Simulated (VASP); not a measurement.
# BaS (Fm-3m) in VASP: a series of runs

The runs below take BaS through single point, with PBE, HSE06.

Everything below comes from runs of VASP 6.6.1. Logs are shortened: lines on timing, memory, paths and dates and some standing lists are left out, and cuts for length are marked.

**Experimental background.**

A printed reference work, monograph, original work of 1988 reports, for a bulk crystal of BaS at 2 K: band gap 3.806 eV (indirect).

The results are compared with them further down.

## Step 1: The cell of the first run

It takes space group Fm-3m (No. 225, cubic). The conventional cell has a = 6.424 Å, b = 6.424 Å, c = 6.424 Å, α = 90.00°, β = 90.00°, γ = 90.00°. Within 4.2 Å of Ba (site symmetry m-3m) lie 6 S at 3.21 Å. Within 4.2 Å of S (site symmetry m-3m) lie 6 Ba at 3.21 Å.

## Step 2: Single point, PBE

Input file INCAR:

```
PREC     = Accurate       # precision mode
ENCUT    = 520            # plane-wave cutoff, eV
EDIFF    = 1E-6           # SCF threshold, eV
ISMEAR   = 0              # smearing method
SIGMA    = 0.01           # smearing width, eV
LREAL    = F              # projectors in reciprocal space
LASPH    = T              # aspherical terms in the spheres
NELM     = 80             # most SCF steps
ALGO     = Normal         # electronic algorithm
ISIF     = 2              # what is computed and relaxed
LWAVE    = F              # write WAVECAR
LCHARG   = F              # write CHGCAR
GGA      = PE             # functional
NBANDS   = 15             # bands
```

Input file KPOINTS:

```
regular mesh
0
Gamma
  6 6 6
```

Input file POSCAR:

```
BaS
1.0
    0.0000000000      3.2119099239      3.2119099239
    3.2119099239      0.0000000000      3.2119099239
    3.2119099239      3.2119099239      0.0000000000
Ba S
1 1
Direct
    0.0000000000      0.0000000000      0.0000000000
    0.5000000000      0.5000000000      0.5000000000
```

Potentials or basis: VASP PAW PBE potentials, release 64 (Ba_sv, S).

Run with:

```sh
cat potpaw_PBE.64/Ba_sv/POTCAR potpaw_PBE.64/S/POTCAR > POTCAR
mpirun -np 1 vasp_std > vasp.out
```

OUTCAR:

```text
PREC = Accurate
   ENCUT = 520
   EDIFF = 1E-6
   ISMEAR = 0
   LREAL = F
   LASPH = T
   NELM = 80
   ISIF = 2
   GGA = PE

 ion  position               nearest neighbor table
   1  0.000  0.000  0.000-   2 3.21   2 3.21   2 3.21   2 3.21   2 3.21   2 3.21
   2  0.500  0.500  0.500-   1 3.21   1 3.21   1 3.21   1 3.21   1 3.21   1 3.21

  LATTYP: Found a face centered cubic cell.
 ALAT       =     6.4238198478

  Lattice vectors:

 A1 = (   0.0000000000,   3.2119099239,   3.2119099239)
 A2 = (   3.2119099239,   0.0000000000,   3.2119099239)
 A3 = (   3.2119099239,   3.2119099239,   0.0000000000)

Analysis of symmetry for initial positions (statically):
=====================================================================
 Subroutine PRICEL returns:
 Original cell was already a primitive cell.

 Routine SETGRP: Setting up the symmetry group for a
 face centered cubic supercell.

 Subroutine GETGRP returns: Found 48 space group operations
 (whereof 48 operations were pure point group operations)
 out of a pool of 48 trial point group operations.

The static configuration has the point symmetry O_h .

Analysis of symmetry for dynamics (positions and initial velocities):
=====================================================================
 Subroutine PRICEL returns:
 Original cell was already a primitive cell.

 Routine SETGRP: Setting up the symmetry group for a
 face centered cubic supercell.

 Subroutine GETGRP returns: Found 48 space group operations
 (whereof 48 operations were pure point group operations)
 out of a pool of 48 trial point group operations.

The dynamic configuration has the point symmetry O_h .

 Subroutine INISYM returns: Found 48 space group operations
 (whereof 48 operations are pure point group operations),
 and found     1 'primitive' translations

----------------------------------------------------------------------------------------

                                     Primitive cell

  volume of cell :      66.2705

  direct lattice vectors                    reciprocal lattice vectors
     0.000000000  3.211909924  3.211909924    -0.155670617  0.155670617  0.155670617
     3.211909924  0.000000000  3.211909924     0.155670617 -0.155670617  0.155670617
     3.211909924  3.211909924  0.000000000     0.155670617  0.155670617 -0.155670617

  length of vectors
     4.542326576  4.542326576  4.542326576     0.269629418  0.269629418  0.269629418
[... 80 lines left out ...]
   POTIM  = 0.5000    time-step for ionic-motion
   TEBEG  =    0.0;   TEEND  =   0.0 temperature during run
   PSTRESS=    0.0 pullay stress
   NELECT =      16.0000    total number of electrons
   NUPDOWN=      -1.0000    fix difference up-down
   EMIN   =  10.00;   EMAX   =-10.00  energy-range for DOS
   EFERMI =   0.00;   METHOD = LEGACY
   ISMEAR =     0;   SIGMA  =   0.01  broadening in eV -4-tet -1-fermi 0-gaus
   EFERMI_NEDOS =   21; number of points for ismear=-14 and -15
   IALGO  =     38    algorithm
   IMIX   =      4    mixing-type and parameters
     AMIX     =   0.40;   BMIX     =  1.00
     AMIX_MAG =   1.60;   BMIX_MAG =  1.00
  volume/ion in A,a.u.               =      33.14       223.61
  Fermi-wavevector in a.u.,A,eV,Ry     =   1.019393  1.926373 14.138647  1.039161
  Thomas-Fermi vector in A             =   2.152904
   LORBIT       =      0    0 simple, 1 ext, 2 COOP (PROOUT), +10 PAW based schemes
   GGA     = PE    functional components
   LHFCALC =     F    Hartree Fock is set to
   AEXX    =    0.0000 exact exchange contribution
   IVDW    =     0    specifies the selected vdW correction
   LEPSILON=     F    determine dielectric tensor
   LRPA    =     F    only Hartree local field effects (RPA)
 non-spin polarized calculation
 Gauss-broadening in eV      SIGMA  =   0.01
  energy-cutoff  :      520.00
  volume of cell :       66.27
 maximum number of plane-waves:      1807
 NGX is ok and might be reduce to    36
   NGX = 17   NGY = 17   NGZ = 17

 number of electron      16.0000002 magnetization

 Free energy of the ion-electron system (eV)
  ---------------------------------------------------
  ext. energy  EPLUGINS =         0.00000000
  ---------------------------------------------------
  free energy    TOTEN  =       -10.19192635 eV

  energy without entropy =      -10.19192635  energy(sigma->0) =      -10.19192635

 E-fermi :   1.4076     XC(G=0):  -8.5553

 val. band max:        1.3666798716   @ k =   0.0000   0.0000   0.0000
 cond. band min:       3.5015953821   @ k =   0.5000   0.5000   0.0000
 fundamental gap:      2.1349155105
 Fermi energy:         1.4076062438

 k-point     1 :       0.0000    0.0000    0.0000
  band No.  band energies     occupation
      1     -24.7625      2.00000
      2      -9.8200      2.00000
      3      -9.8200      2.00000
      4      -9.8200      2.00000
      5      -8.9676      2.00000
      6       1.3667      2.00000
      7       1.3667      2.00000
      8       1.3667      2.00000
      9       4.8836      0.00000
     10       5.2323      0.00000
     11       5.2323      0.00000
     12       5.2323      0.00000
     13       6.1403      0.00000
     14       6.1403      0.00000
[... 257 lines left out ...]
      2     -10.2464      2.00000
      3     -10.2074      2.00000
      4     -10.0701      2.00000
      5      -8.4890      2.00000
      6       0.4864      2.00000
      7       0.8236      2.00000
      8       0.9761      2.00000
      9       4.5733      0.00000
     10       6.8582      0.00000
     11       7.4710      0.00000
     12       8.2512      0.00000
     13       8.7861      0.00000
     14       9.5713      0.00000
     15      11.0715      0.00000

------------------------ aborting loop because EDIFF is reached ----------------------------------------

  FORCE on cell =-STRESS in cart. coord.  units (eV):
  Direction    XX          YY          ZZ          XY          YZ          ZX
  --------------------------------------------------------------------------------------
  -------------------------------------------------------------------------------------
  Total        0.2674500      0.2674500      0.2674500      0.0000000      0.0000000     -0.0000000
  in kB        6.4659615      6.4659615      6.4659615      0.0000000      0.0000000     -0.0000000
  external PRESSURE =       6.4659615 kB  Pullay stress =       0.0000000 kB

 VOLUME and BASIS-vectors are now :
 -----------------------------------------------------------------------------
  energy-cutoff  :      520.00
  volume of cell :       66.27
      direct lattice vectors                 reciprocal lattice vectors
     0.000000000  3.211909924  3.211909924    -0.155670617  0.155670617  0.155670617
     3.211909924  0.000000000  3.211909924     0.155670617 -0.155670617  0.155670617
     3.211909924  3.211909924  0.000000000     0.155670617  0.155670617 -0.155670617

 POSITION                                       TOTAL-FORCE (eV/Angst)
 -----------------------------------------------------------------------------------
      0.00000      0.00000      0.00000         0.000000     -0.000000     -0.000000
      3.21191      3.21191      3.21191        -0.000000      0.000000      0.000000
 -----------------------------------------------------------------------------------
    total drift:                                0.000000      0.000000      0.000000

  FREE ENERGIE OF THE ION-ELECTRON SYSTEM (eV)
  ---------------------------------------------------
  free  energy   TOTEN  =       -10.1919263527 eV

  energy  without entropy=      -10.1919263527  energy(sigma->0) =      -10.19192635
```

stdout:

```text
POSCAR found type information on POSCAR BaS
 POSCAR found :  2 types and       2 ions
 scaLAPACK will be used
 LDA part: xc-table for (Slater+PW92), standard interpolation
 POSCAR, INCAR and KPOINTS ok, starting setup
 FFT: planning ... GRIDC
 FFT: planning ... GRID_SOFT
 FFT: planning ... GRID
 WAVECAR not read
 entering main loop
```

Run time: 9.9 s. Hardware: 1 thread of Intel Xeon Platinum 8488C (Sapphire Rapids), shared host; peak memory 0.2 GiB.

Results:

```
Free energy            : -10.1919 eV
Pressure               : 0.6 GPa
Band gap on the k mesh : 2.13 eV (least direct gap 2.28 eV)
```

Levels at points of the mesh, in eV from the valence-band top:
| k point | band 4 | band 5 | band 6 | band 7 | band 8 | band 9 | band 10 | band 11 | band 12 | band 13 |
| --- | --- | --- | --- | --- | --- | --- | --- | --- | --- | --- |
| (0.00, 0.00, 0.00) | -11.19 | -10.33 | 0.00 | 0.00 | 0.00 | 3.52 | 3.87 | 3.87 | 3.87 | 4.77 |
| (0.50, 0.00, 0.00) | -11.22 | -9.17 | -1.90 | -1.05 | -1.05 | 5.48 | 5.64 | 6.24 | 6.24 | 8.80 |
| (0.50, 0.50, 0.00) | -11.37 | -10.24 | -0.54 | -0.15 | -0.15 | 2.13 | 5.89 | 5.92 | 7.40 | 7.40 |

Caveat: spin-orbit coupling is left out, which moves the levels of the heavy elements.

## Step 3: Single point, HSE06

POSCAR is that of step 2.

Input file INCAR.step1:

```
SYSTEM = BaS
PREC = Accurate
ENCUT = 520
EDIFF = 1E-5
ISMEAR = 0
SIGMA = 0.01
LREAL = .False.
LASPH = .True.
NELM = 80
ALGO = Normal
ISIF = 2
LWAVE = .True.
LCHARG = .False.
NBANDS = 15
GGA = PE
```

Input file INCAR.step2:

```
SYSTEM = BaS
PREC = Accurate
ENCUT = 520
EDIFF = 1E-6
ISMEAR = 0
SIGMA = 0.01
LREAL = .False.
LASPH = .True.
NELM = 80
ALGO = Normal
ISIF = 2
LWAVE = .False.
LCHARG = .False.
GGA = PE
LHFCALC = .True.
HFSCREEN = 0.2079
PRECFOCK = Normal
NBANDS = 15
ISTART = 1
```

Input file KPOINTS:

```
regular mesh
0
Gamma
  4 4 4
  0 0 0
```

Potentials or basis: VASP PAW PBE potentials, release 64 (Ba_sv, S).

Run with:

```sh
cat potpaw_PBE.64/Ba_sv/POTCAR potpaw_PBE.64/S/POTCAR > POTCAR
cp INCAR.step1 INCAR
mpirun -np 1 vasp_std > vasp.out
cp INCAR.step2 INCAR
mpirun -np 1 vasp_std > vasp.out
```

Run time: 5.5 min. Hardware: 1 thread of Intel Xeon Platinum 8488C (Sapphire Rapids), shared host; peak memory 0.32 GiB.

It converged, with:

```yaml
Free_energy: -11.5447 eV
Pressure: 0.2 GPa
Band_gap_on_the_k_mesh: 3.05 eV (least direct gap 3.21 eV)
```

Levels at points of the mesh, in eV from the valence-band top:
```csv
k point,band 6,band 7,band 8,band 9,band 10,band 11
"(0.00, 0.00, 0.00)",0.00,0.00,0.00,4.50,4.91,4.91
"(0.50, 0.00, 0.00)",-2.03,-1.12,-1.12,6.60,6.64,7.48
"(0.50, 0.50, 0.00)",-0.61,-0.17,-0.17,3.05,7.05,7.09
```

Caveat: the k points lie up to 0.42 Å⁻¹ apart; the PAW data sets were made with another functional, which shifts forces and pressure a little; spin-orbit coupling is left out, which moves the levels of the heavy elements. A k mesh can miss the band edges.

## Step 4: How close it comes

Step 2. Against the measured gap of BaS, 3.806 eV (indirect; 2 K; a printed reference work, monograph, original work of 1988), the calculated 2.13 eV is off by -1.67 eV. Spin-orbit coupling on Ba is left out. The value is that of PBE on a finite k mesh, which can miss the band edges, without temperature or zero-point motion. Semilocal functionals fall short of measured gaps as a rule.
